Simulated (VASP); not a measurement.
# CdTe (F-43m) in VASP: a series of runs

Aim: see how the results for CdTe move with the level of theory and the settings. Levels: r2SCAN, PBE, HSE06. Tasks: relaxation of cell and atoms, single point.

Everything below comes from runs of VASP 6.6.1. Logs are shortened: lines on timing, memory, paths and dates and some standing lists are left out, and cuts for length are marked.

**The experiment to reproduce.**

A printed reference work, data compilation reports, for a bulk crystal of CdTe at 0 K: band gap 1.607 eV.

The runs below are set against these values where they give the same quantity.

**1. The cell of the first run**

It takes space group F-43m (No. 216, cubic). Conventional cell: a = 6.618 Å, b = 6.618 Å, c = 6.618 Å, α = 90.00°, β = 90.00°, γ = 90.00°. Within 3.8 Å of Cd (site symmetry -43m) lie 4 Te at 2.87 Å. Within 3.8 Å of Te (site symmetry -43m) lie 4 Cd at 2.87 Å.

**2. Relaxation of cell and atoms, r2SCAN**

Contents of POSCAR:

```
CdTe
1.0
    0.0000000000      3.3090599748      3.3090599748
    3.3090599748      0.0000000000      3.3090599748
    3.3090599748      3.3090599748      0.0000000000
Cd Te
1 1
Direct
    0.0000000000      0.0000000000      0.0000000000
    0.2500000000      0.2500000000      0.2500000000
```

Contents of INCAR.step1:

```
PREC = Accurate
ENCUT = 600
ISMEAR = -1
SIGMA = 0.02
LREAL = False
LASPH = True
NELM = 60
GGA = PE
ALGO = Normal
EDIFF = 1E-4
LWAVE = True
LCHARG = False
```

Contents of INCAR.step2:

```
PREC = Accurate
ENCUT = 600
EDIFF = 1E-6
ISMEAR = -1
SIGMA = 0.02
LREAL = False
LASPH = True
NELM = 60
ALGO = Normal
ISIF = 3
LWAVE = False
LCHARG = False
METAGGA = R2SCAN
LMIXTAU = True
IBRION = 2
NSW = 80
EDIFFG = -0.005
ISTART = 1
```

Contents of KPOINTS:

```
Automatic mesh
0
Gamma
  6 6 6
```

Potentials or basis: VASP PAW PBE potentials, release 64 (Cd, Te).

Started as:

```sh
$ cat potpaw_PBE.64/Cd/POTCAR potpaw_PBE.64/Te/POTCAR > POTCAR
$ cp INCAR.step1 INCAR
$ mpirun -np 1 vasp_std > vasp.out
$ cp INCAR.step2 INCAR
$ mpirun -np 1 vasp_std > vasp.out
```

OUTCAR:

```text
PREC = Accurate
   ENCUT = 600
   EDIFF = 1E-6
   ISMEAR = -1
   LREAL = False
   LASPH = True
   NELM = 60
   ISIF = 3
   METAGGA = R2SCAN
   IBRION = 2
   NSW = 80
   EDIFFG = -0.005
   ISTART = 1

 ion  position               nearest neighbor table
   1  0.000  0.000  0.000-   2 2.87   2 2.87   2 2.87   2 2.87
   2  0.250  0.250  0.250-   1 2.87   1 2.87   1 2.87   1 2.87

  LATTYP: Found a face centered cubic cell.
 ALAT       =     6.6181199496

  Lattice vectors:

 A1 = (   0.0000000000,   3.3090599748,   3.3090599748)
 A2 = (   3.3090599748,   0.0000000000,   3.3090599748)
 A3 = (   3.3090599748,   3.3090599748,   0.0000000000)

Analysis of symmetry for initial positions (statically):
=====================================================================
 Subroutine PRICEL returns:
 Original cell was already a primitive cell.

 Routine SETGRP: Setting up the symmetry group for a
 face centered cubic supercell.

 Subroutine GETGRP returns: Found 24 space group operations
 (whereof 24 operations were pure point group operations)
 out of a pool of 48 trial point group operations.

The static configuration has the point symmetry T_d .

Analysis of symmetry for dynamics (positions and initial velocities):
=====================================================================
 Subroutine PRICEL returns:
 Original cell was already a primitive cell.

 Routine SETGRP: Setting up the symmetry group for a
 face centered cubic supercell.

 Subroutine GETGRP returns: Found 24 space group operations
 (whereof 24 operations were pure point group operations)
 out of a pool of 48 trial point group operations.

The dynamic configuration has the point symmetry T_d .

 Subroutine INISYM returns: Found 24 space group operations
 (whereof 24 operations are pure point group operations),
 and found     1 'primitive' translations

----------------------------------------------------------------------------------------

                                     Primitive cell

  volume of cell :      72.4676

  direct lattice vectors                    reciprocal lattice vectors
     0.000000000  3.309059975  3.309059975    -0.151100314  0.151100314  0.151100314
     3.309059975  0.000000000  3.309059975     0.151100314 -0.151100314  0.151100314
     3.309059975  3.309059975  0.000000000     0.151100314  0.151100314 -0.151100314

  length of vectors
     4.679717495  4.679717495  4.679717495     0.261713420  0.261713420  0.261713420

  position of ions in fractional coordinates (direct lattice)
     0.000000000  0.000000000  0.000000000
     0.250000000  0.250000000  0.250000000

  ion indices of the primitive-cell ions
   primitive index   ion index
                 1           1
                 2           2

----------------------------------------------------------------------------------------

 KPOINTS: Automatic mesh

Automatic generation of k-mesh.
 Grid dimensions read from file:
 generate k-points for:    6    6    6

 Generating k-lattice:

  Cartesian coordinates                     Fractional coordinates (reciprocal lattice)
    -0.025183386  0.025183386  0.025183386     0.166666667  0.000000000  0.000000000
     0.025183386 -0.025183386  0.025183386     0.000000000  0.166666667  0.000000000
     0.025183386  0.025183386 -0.025183386     0.000000000  0.000000000  0.166666667

  Length of vectors
     0.043618903  0.043618903  0.043618903

  Shift w.r.t. Gamma in fractional coordinates (k-lattice)
     0.000000000  0.000000000  0.000000000

 Subroutine IBZKPT returns following result:
 ===========================================

 Found     16 irreducible k-points:

 Following reciprocal coordinates:
            Coordinates               Weight
  0.000000  0.000000  0.000000      1.000000
  0.166667  0.000000  0.000000      8.000000
  0.333333  0.000000  0.000000      8.000000
  0.500000  0.000000  0.000000      4.000000
  0.166667  0.166667  0.000000      6.000000
  0.333333  0.166667  0.000000     24.000000
[... 8 lines left out ...]
 -0.333333  0.333333  0.166667     24.000000
 -0.333333  0.500000  0.166667     12.000000
   k-points           NKPTS =     16   k-points in BZ     NKDIM =     16   number of bands    NBANDS=     13
   number of dos      NEDOS =    301   number of ions     NIONS =      2
   total plane-waves  NPLWV =  64000
   dimension x,y,z NGX =    40 NGY =   40 NGZ =   40
   dimension x,y,z NGXF=    80 NGYF=   80 NGZF=   80
   ions per type =               1   1
   NGX,Y,Z   is equivalent  to a cutoff of  14.21, 14.21, 14.21 a.u.
   NGXF,Y,Z  is equivalent  to a cutoff of  28.42, 28.42, 28.42 a.u.
 SYSTEM =  unknown system
   PREC   = accura    normal or accurate (medium, high low for compatibility)
   ISTART =      1    job   : 0-new  1-cont  2-samecut
   ICHARG =      0    charge: 1-file 2-atom 10-const
   ISPIN  =      1    spin polarized calculation?
   LNONCOLLINEAR =      F non collinear calculations
   LSORBIT =      F    spin-orbit coupling
   LASPH  =      T    aspherical Exc in radial PAW
   ENCUT  =  600.0 eV  44.10 Ry    6.64 a.u.   9.35  9.35  9.35*2*pi/ulx,y,z
   NELM   =     60;   NELMIN=  2; NELMDL=  0     # of ELM steps
   EDIFF  = 0.1E-05   stopping-criterion for ELM
   LREAL  =      F    real-space projection
   EDIFFG = -.5E-02   stopping-criterion for IOM
   NSW    =     80    number of steps for IOM
   IBRION =      2    ionic relax: 0-MD 1-quasi-New 2-CG
   NFREE  =      1    steps in history (QN), initial steepest desc. (CG)
   ISIF   =      3    stress and relaxation
   ISYM   =      2    0-nonsym 1-usesym 2-fastsym
   POTIM  = 0.5000    time-step for ionic-motion
   TEBEG  =    0.0;   TEEND  =   0.0 temperature during run
   PSTRESS=    0.0 pullay stress
   NELECT =      18.0000    total number of electrons
   NUPDOWN=      -1.0000    fix difference up-down
   EMIN   =  10.00;   EMAX   =-10.00  energy-range for DOS
   EFERMI =   0.00;   METHOD = LEGACY
   ISMEAR =    -1;   SIGMA  =   0.02  broadening in eV -4-tet -1-fermi 0-gaus
   EFERMI_NEDOS =   21; number of points for ismear=-14 and -15
   IALGO  =     38    algorithm
   IMIX   =      4    mixing-type and parameters
     AMIX     =   0.40;   BMIX     =  1.00
     AMIX_MAG =   1.60;   BMIX_MAG =  1.00
  volume/ion in A,a.u.               =      36.23       244.52
  Fermi-wavevector in a.u.,A,eV,Ry     =   1.029084  1.944688 14.408772  1.059015
  Thomas-Fermi vector in A             =   2.163114
   LORBIT       =      0    0 simple, 1 ext, 2 COOP (PROOUT), +10 PAW based schemes
   METAGGA = R2SCAN    functional components
   LHFCALC =     F    Hartree Fock is set to
   AEXX    =    0.0000 exact exchange contribution
   IVDW    =     0    specifies the selected vdW correction
   LEPSILON=     F    determine dielectric tensor
   LRPA    =     F    only Hartree local field effects (RPA)
 conjugate gradient relaxation of ions
 non-spin polarized calculation
  energy-cutoff  :      600.00
  volume of cell :       72.47
 maximum number of plane-waves:      2450
 NGX is ok and might be reduce to    40
   NGX = 19   NGY = 19   NGZ = 19

--------------------------------------- Ionic step        1  -------------------------------------------

 number of electron      18.0000001 magnetization

 Free energy of the ion-electron system (eV)
  ---------------------------------------------------
  ext. energy  EPLUGINS =         0.00000000
  ---------------------------------------------------
  free energy    TOTEN  =       -46.63653014 eV

  energy without entropy =      -46.63653014  energy(sigma->0) =      -46.63653014

------------------------ aborting loop because EDIFF is reached ----------------------------------------

  FORCE on cell =-STRESS in cart. coord.  units (eV):
  Direction    XX          YY          ZZ          XY          YZ          ZX
  --------------------------------------------------------------------------------------
  -------------------------------------------------------------------------------------
  Total       -0.4359576     -0.4359576     -0.4359576      0.0000000      0.0000000      0.0000000
  in kB       -9.6385337     -9.6385337     -9.6385337      0.0000000      0.0000000      0.0000000
  external PRESSURE =      -9.6385337 kB  Pullay stress =       0.0000000 kB

 VOLUME and BASIS-vectors are now :
 -----------------------------------------------------------------------------
  energy-cutoff  :      600.00
  volume of cell :       72.47
      direct lattice vectors                 reciprocal lattice vectors
     0.000000000  3.309059975  3.309059975    -0.151100314  0.151100314  0.151100314
     3.309059975  0.000000000  3.309059975     0.151100314 -0.151100314  0.151100314
     3.309059975  3.309059975  0.000000000     0.151100314  0.151100314 -0.151100314

 POSITION                                       TOTAL-FORCE (eV/Angst)
 -----------------------------------------------------------------------------------
      0.00000      0.00000      0.00000         0.000000      0.000000      0.000000
      1.65453      1.65453      1.65453        -0.000000     -0.000000     -0.000000
 -----------------------------------------------------------------------------------
    total drift:                               -0.000002     -0.000002     -0.000002

  FREE ENERGIE OF THE ION-ELECTRON SYSTEM (eV)
  ---------------------------------------------------
  free  energy   TOTEN  =       -46.6365301446 eV
[... 17 lines left out ...]
 VOLUME and BASIS-vectors are now :
 -----------------------------------------------------------------------------
  energy-cutoff  :      600.00
  volume of cell :       70.21
      direct lattice vectors                 reciprocal lattice vectors
     0.000000000  3.274262307  3.274262307    -0.152706153  0.152706153  0.152706153
     3.274262307  0.000000000  3.274262307     0.152706153 -0.152706153  0.152706153
     3.274262307  3.274262307 -0.000000000     0.152706153  0.152706153 -0.152706153

 POSITION                                       TOTAL-FORCE (eV/Angst)
 -----------------------------------------------------------------------------------
      3.27426      3.27426     -0.00000        -0.000000     -0.000000     -0.000000
      1.63713      1.63713      1.63713         0.000000      0.000000      0.000000
 -----------------------------------------------------------------------------------
    total drift:                               -0.000001     -0.000001     -0.000001

  FREE ENERGIE OF THE ION-ELECTRON SYSTEM (eV)
  ---------------------------------------------------
  free  energy   TOTEN  =       -46.6420059772 eV

  energy  without entropy=      -46.6420059772  energy(sigma->0) =      -46.64200598

--------------------------------------- Ionic step        3  -------------------------------------------

 number of electron      17.9999999 magnetization

 Free energy of the ion-electron system (eV)
  ---------------------------------------------------
  ext. energy  EPLUGINS =         0.00000000
  ---------------------------------------------------
  free energy    TOTEN  =       -46.64231786 eV

  energy without entropy =      -46.64231786  energy(sigma->0) =      -46.64231786

 E-fermi :   2.2323     XC(G=0):  -8.9321

 val. band max:        1.7713729042   @ k =   0.0000   0.0000   0.0000
 cond. band min:       2.9229342950   @ k =   0.0000   0.0000   0.0000
 fundamental gap:      1.1515613909
 Fermi energy:         2.2323113352

 k-point     1 :       0.0000    0.0000    0.0000
  band No.  band energies     occupation
      1      -9.5423      2.00000
      2      -6.6736      2.00000
      3      -6.6736      2.00000
      4      -6.6736      2.00000
      5      -6.4177      2.00000
      6      -6.4177      2.00000
      7       1.7714      2.00000
      8       1.7714      2.00000
      9       1.7714      2.00000
     10       2.9229      0.00000
     11       6.8262      0.00000
     12       6.8262      0.00000
     13       6.8262      0.00000

 k-point     2 :       0.1667    0.0000    0.0000
  band No.  band energies     occupation
      1      -9.4477      2.00000
      2      -6.6558      2.00000
      3      -6.6558      2.00000
      4      -6.5867      2.00000
      5      -6.4186      2.00000
      6      -6.4186      2.00000
      7       0.1386      2.00000
      8       1.5579      2.00000
      9       1.5579      2.00000
     10       3.9607      0.00000
     11       6.8809      0.00000
     12       7.1557      0.00000
     13       7.1557      0.00000
[... 235 lines left out ...]
 VOLUME and BASIS-vectors are now :
 -----------------------------------------------------------------------------
  energy-cutoff  :      600.00
  volume of cell :       70.62
      direct lattice vectors                 reciprocal lattice vectors
     0.000000000  3.280659195  3.280659195    -0.152408394  0.152408394  0.152408394
     3.280659195  0.000000000  3.280659195     0.152408394 -0.152408394  0.152408394
     3.280659195  3.280659195 -0.000000000     0.152408394  0.152408394 -0.152408394

 POSITION                                       TOTAL-FORCE (eV/Angst)
 -----------------------------------------------------------------------------------
      0.00000      0.00000      0.00000        -0.000000     -0.000000     -0.000000
      1.64033      1.64033      1.64033         0.000000      0.000000      0.000000
 -----------------------------------------------------------------------------------
    total drift:                               -0.000001     -0.000001     -0.000001

  FREE ENERGIE OF THE ION-ELECTRON SYSTEM (eV)
  ---------------------------------------------------
  free  energy   TOTEN  =       -46.6423178584 eV

  energy  without entropy=      -46.6423178584  energy(sigma->0) =      -46.64231786

 reached required accuracy - stopping structural energy minimisation
```

Run time: 2.1 min. Hardware: 1 thread of Intel Xeon Platinum 8488C (Sapphire Rapids), shared host; peak memory 0.26 GiB.

What came out:

```
Free energy                           : -46.6423 eV
Relaxed volume                        : 35.31 Å³/atom
Relaxed cell                          : a = 4.640 Å, b = 4.640 Å, c = 4.640 Å, α = 60.00°, β = 60.00°, γ = 60.00°
Space group after relaxing (to 0.1 Å) : F-43m (No. 216)
Energy gained by relaxing             : 2.9 meV/atom
Ionic steps                           : 3
Pressure after relaxing               : 0.0 GPa
Band gap on the k mesh                : 1.15 eV
```

The path:
```csv
step,energy change (eV),largest force (eV/Å),pressure (GPa),volume (Å³)
1,0.0000,0.0000,-0.96,72.47
2,-0.0055,0.0000,0.25,70.21
3,-0.0058,0.0000,0.01,70.62
```

Final structure:
```
Cd Te
1.0
     0.00000    3.28066    3.28066
     3.28066    0.00000    3.28066
     3.28066    3.28066    0.00000
Cd Te
1 1
Direct
  0.00000 0.00000 0.00000
  0.25000 0.25000 0.25000
```

Caveat: the PAW data sets were made with another functional, which shifts forces and pressure a little; spin-orbit coupling is left out, which moves the levels of the heavy elements. r2SCAN opens gaps a little over a GGA but as a rule still falls short of measured ones.

**3. Single point, PBE, non-collinear spin, zero start, spin-orbit coupling**

This run uses another cell than the first one, of 35.28 Å³/atom.

Contents of INCAR:

```
SYSTEM = CdTe
ALGO = Normal ; EDIFF = 1E-6
ENCUT = 520 ; GGA = PE
GGA_COMPAT = .FALSE. ; ISIF = 2
ISMEAR = -1 ; LASPH = .TRUE.
LCHARG = .FALSE. ; LNONCOLLINEAR = .TRUE.
LORBIT = 11 ; LORBMOM = .TRUE.
LREAL = .FALSE. ; LSORBIT = .TRUE.
LWAVE = .FALSE. ; MAGMOM = 0 0 0 0 0 0
NBANDS = 30 ; NELM = 150
PREC = Accurate ; SIGMA = 0.02
```

Contents of KPOINTS:

```
k-points
0
G
  6 6 6
  0 0 0
```

Contents of POSCAR:

```
CdTe
1.0
    0.0000000000      3.2799012126      3.2799012126
    3.2799012126      0.0000000000      3.2799012126
    3.2799012126      3.2799012126      0.0000000000
Cd Te
1 1
Direct
    0.0000000000      0.0000000000      0.0000000000
    0.2500000000      0.2500000000      0.2500000000
```

Potentials or basis: VASP PAW PBE potentials, release 64 (Cd, Te).

Started as:

```sh
$ cat potpaw_PBE.64/Cd/POTCAR potpaw_PBE.64/Te/POTCAR > POTCAR
$ mpirun -np 1 vasp_ncl > vasp.out
```

Run time: 62 s. Hardware: 1 thread of Intel Xeon Platinum 8488C (Sapphire Rapids), shared host; peak memory 0.41 GiB.

The run converged. Its results:

```yaml
Free_energy: -4.9265 eV
Pressure: 1.2 GPa
Net_moment: 0.00 μB per cell
Valence_electrons_inside_the_program's_atomic_spheres: Cd 10.30; Te 3.42
```

Moments on the atoms (μB; x, y, z):
```
Cd  0.00 0.00 0.00
Te  0.00 0.00 0.00
```

**4. Single point, HSE06**

This run uses another cell than the first one, of 35.28 Å³/atom.

POSCAR is that of step 3.

Contents of INCAR.step1:

```
PREC = Accurate
ENCUT = 520
EDIFF = 1E-5
ISMEAR = 0
SIGMA = 0.01
LREAL = False
LASPH = True
NELM = 60
ALGO = Normal
ISIF = 2
LWAVE = True
LCHARG = False
NBANDS = 16
GGA = PE
```

Contents of INCAR.step2:

```
PREC = Accurate
ENCUT = 520
EDIFF = 1E-6
ISMEAR = 0
SIGMA = 0.01
LREAL = False
LASPH = True
NELM = 60
ALGO = Normal
ISIF = 2
LWAVE = False
LCHARG = False
GGA = PE
LHFCALC = True
HFSCREEN = 0.2079
PRECFOCK = Normal
NBANDS = 16
ISTART = 1
```

Contents of KPOINTS:

```
regular mesh
0
Gamma
  4 4 4
```

Started as:

```sh
$ cat potpaw_PBE.64/Cd/POTCAR potpaw_PBE.64/Te/POTCAR > POTCAR
$ cp INCAR.step1 INCAR
$ mpirun -np 1 vasp_std > vasp.out
$ cp INCAR.step2 INCAR
$ mpirun -np 1 vasp_std > vasp.out
```

It took 6.6 min on 1 thread of Intel Xeon Platinum 8488C (Sapphire Rapids), shared host; peak memory 0.32 GiB.

Results (log left out):

| Quantity | Value |
| --- | --- |
| Free energy | -5.9942 eV |
| Pressure | 0.2 GPa |
| Band gap on the k mesh | 1.44 eV |

Levels at points of the mesh, in eV from the valence-band top:
```
           k point  band 7  band 8  band 9  band 10  band 11  band 12
(0.00, 0.00, 0.00)    0.00    0.00    0.00     1.44     5.49     5.49
(0.50, 0.00, 0.00)   -4.52   -0.77   -0.77     2.58     6.06     6.06
(0.50, 0.50, 0.00)   -4.41   -1.87   -1.87     3.35     3.47     9.77
```

Caveat: the PAW data sets were made with another functional, which shifts forces and pressure a little; spin-orbit coupling is left out, which moves the levels of the heavy elements.

**5. Overview**

```csv
task,level,spin,cell,k mesh,cutoff (eV),smearing,grid for exact exchange (PRECFOCK),share of exact exchange,screening parameter,gap on the mesh (eV),pressure (GPa)
relaxation of cell and atoms,r2SCAN,off,"relaxed from a = 4.680 Å, angles 60.0°, 2 atoms",6 × 6 × 6,600,fermi-dirac 0.02 eV,-,-,-,1.15,0.0
single point,PBE,"non-collinear, zero start, SOC","a = 4.638 Å, angles 60.0°, 2 atoms",6 × 6 × 6,520,fermi-dirac 0.02 eV,-,-,-,-,1.2
single point,HSE06,off,"a = 4.638 Å, angles 60.0°, 2 atoms",4 × 4 × 4,520,gaussian 0.01 eV,Normal,0.25,0.2079 1/Å,1.44,0.2
```

Alike in all rows: potentials or basis VASP PAW PBE potentials, release 64 (Cd, Te).

Caveats: the PAW data sets were made with another functional, which shifts forces and pressure a little (at least some runs); spin-orbit coupling is left out, which moves the levels of the heavy elements (at least some runs).

Total energies depend on the potentials used, so only differences within one code and one set of settings carry meaning.

**6. How close it comes**

Step 4. Against the measured gap of CdTe, 1.607 eV (0 K; a printed reference work, data compilation), the calculated 1.44 eV is off by -0.16 eV. Spin-orbit coupling on Cd, Te is left out. The value is that of HSE06, without temperature or zero-point motion.
